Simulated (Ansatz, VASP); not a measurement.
**NiO in VASP and in Ansatz**

Contents of INCAR:

```
SYSTEM = NiO
PREC     = Accurate       ! precision mode
ENCUT    = 520            ! plane-wave cutoff, eV
EDIFF    = 1E-6           ! SCF threshold, eV
ISMEAR   = -1             ! smearing method
SIGMA    = 0.05           ! smearing width, eV
LREAL    = .False.        ! projectors in reciprocal space
LASPH    = .True.         ! aspherical terms in the spheres
NELM     = 150            ! most SCF steps
ALGO     = Normal         ! electronic algorithm
ISIF     = 2              ! what is computed and relaxed
LWAVE    = .False.        ! write WAVECAR
LCHARG   = .False.        ! write CHGCAR
ISPIN    = 2              ! spin polarisation
MAGMOM   = 1 0            ! initial moments
LORBIT   = 11             ! projections on sites
LMAXMIX  = 4              ! l up to which the mixer works
GGA      = RE             ! functional
IVDW     = 12             ! dispersion correction
NBANDS   = 19             ! bands
```

The input KPOINTS:

```
regular mesh
0
Gamma
  11 11 11
  0 0 0
```

The input POSCAR:

```
NiO
1.0
    0.0000000000      2.1133508634      2.1133508634
    2.1133508634      0.0000000000      2.1133508634
    2.1133508634      2.1133508634      0.0000000000
Ni O
1 1
Direct
    0.0000000000      0.0000000000      0.0000000000
    0.5000000000      0.5000000000      0.5000000000
```

The input input.yaml:

```yaml
crystal:
  lattice:
    - [0.0, 2.1133508634, 2.1133508634]
    - [2.1133508634, 0.0, 2.1133508634]
    - [2.1133508634, 2.1133508634, 0.0]
  atoms:
    - { symbol: Ni, position: [0.0, 0.0, 0.0], spin: 1.0 }
    - { symbol: O, position: [0.5, 0.5, 0.5] }
hamiltonian:
  xc: revpbe
  pseudopotentials: { kind: paw }
  dispersion: d3bj
magnetization:
  spin_polarized: true
kpoints:
  mp_grid: { grid: [11, 11, 11] }
scf:
  occupations: { method: fermi_dirac, width: 0.05 }
output:
  forces: true
  stress: true
  eigenvalues: true
```

Alike in both runs: task single point; functional revPBE; dispersion D3(BJ); k mesh 11 × 11 × 11; occupations fermi-dirac, width 0.05 eV; collinear spin.

|  | VASP | Ansatz |
| --- | --- | --- |
| version | VASP 6.6.1 | Ansatz 0.2.0 |
| potentials or method | VASP PAW PBE potentials, release 64 (Ni, O) | Ansatz PAW |
| plane-wave cutoff (eV) | 520 | 420 |
| valence electrons in the cell | 16 | 24 |

Ansatz gave:

```
gap on the k mesh at the Fermi level (eV)                     : none
pressure (GPa)                                                : -3.9
net moment per atom (μB)                                      : 0.94
size of the moment on the site where the two differ most (μB) : 0.31
dispersion energy (meV/atom)                                  : -507.2
```

**Question.** Estimate VASP's values.

**Answer.** gap on the k mesh at the Fermi level (eV): none; pressure (GPa): -4.3; net moment per atom (μB): 0.93; size of the moment on the site where the two differ most (μB): 0.29; dispersion energy (meV/atom): -507.1.

Site moments also hang on the region over which each program counts them. A gap of «none» marks a metal or a gap that the smearing closes. The two sets of potentials don't hold the same shells in valence.

Caveats: a cell with one magnetic atom can't hold antiferromagnetic order, which such compounds often take; semilocal functionals often make such compounds metallic where correlation or magnetic order opens a gap, which also shifts bond lengths; pairwise dispersion overbinds metals, which lowers pressure and volume; the PAW data sets were made with another functional, which shifts forces and pressure a little (VASP); the pressure holds a Pulay correction of +0.7 GPa for the finite cutoff (Ansatz); the PAW data sets come from PBE, with cores solved anew for the run's functional, which leaves a small shift of forces and pressure (Ansatz).
